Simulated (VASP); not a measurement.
# ZnS: optical spectrum with PBE

**What was measured.**

“Electronic, vibrational, and thermodynamic properties of ZnS (zincblende and rocksalt structure)”, 2009, arxiv:0911.5022 quotes, for a bulk crystal of ZnS at 19 K: band gap 3.85 eV (direct).

ZnS:

```
Zn S
1.0
     0.00000    2.68033    2.68033
     2.68033    0.00000    2.68033
     2.68033    2.68033    0.00000
Zn S
1 1
Direct
  0.25000 0.25000 0.25000
  0.00000 0.00000 0.00000
```

```json
{
  "Program": "VASP 6.6.1",
  "Task": "optical spectrum",
  "Functional": "PBE",
  "Potentials or basis": "VASP PAW PBE potentials, release 64 (Zn, S)",
  "Cutoff": "520 eV",
  "k mesh": "10 × 10 × 10",
  "Occupations": "gaussian, width 0.03 eV",
  "Spin": "no spin polarisation",
  "Further INCAR settings": "ALGO = Fast; EDIFF = 1e-07; NBANDS = 57"
}
```

```
Pressure               : 3.7 GPa
Band gap on the k mesh : 2.22 eV, direct
```

Levels at points of the mesh, in eV from the valence-band top:
```csv
k point,band 7,band 8,band 9,band 10,band 11,band 12
"(0.00, 0.00, 0.00)",0.00,0.00,0.00,2.22,6.38,6.38
"(0.50, 0.00, 0.00)",-5.45,-0.90,-0.90,3.36,6.91,6.91
"(0.50, 0.50, 0.00)",-4.65,-2.31,-2.31,3.35,4.07,11.15
```

Dielectric function (mean over the directions given):
```
energy (eV)  real part  imaginary part
       0.28       6.31            0.01
       1.29       6.61            0.06
       2.31       7.07            0.57
       3.32       8.58            1.41
       4.34       7.26            6.52
       5.45      10.65            4.94
       6.46       3.64           11.17
       7.48       0.53            8.45
       8.50      -3.01            5.67
       9.51      -1.61            2.73
      10.62      -1.68            2.42
      11.63      -1.45            1.82
      12.65      -1.06            1.27
      13.67      -0.70            1.07
      14.68      -0.51            0.76
      15.79      -0.28            0.44
      16.81       0.02            0.51
      17.82       0.00            0.37
      18.84       0.17            0.41
      19.95       0.15            0.40
```

Run time: 63 s on 1 thread of AMD EPYC 9R45 (Zen 5), on a shared host, peak memory 0.21 GiB.

Measured gap of ZnS: 3.85 eV (direct; 19 K; quoted in “Electronic, vibrational, and thermodynamic properties of ZnS (zincblende and rocksalt structure)”, 2009, arxiv:0911.5022). This calculation gives 2.22 eV (-1.63 eV). The value is that of PBE, without temperature or zero-point motion. Semilocal functionals fall short of measured gaps as a rule.

Caveat: spectra need much finer meshes, so this one isn't converged; independent-particle spectra lack excitons.
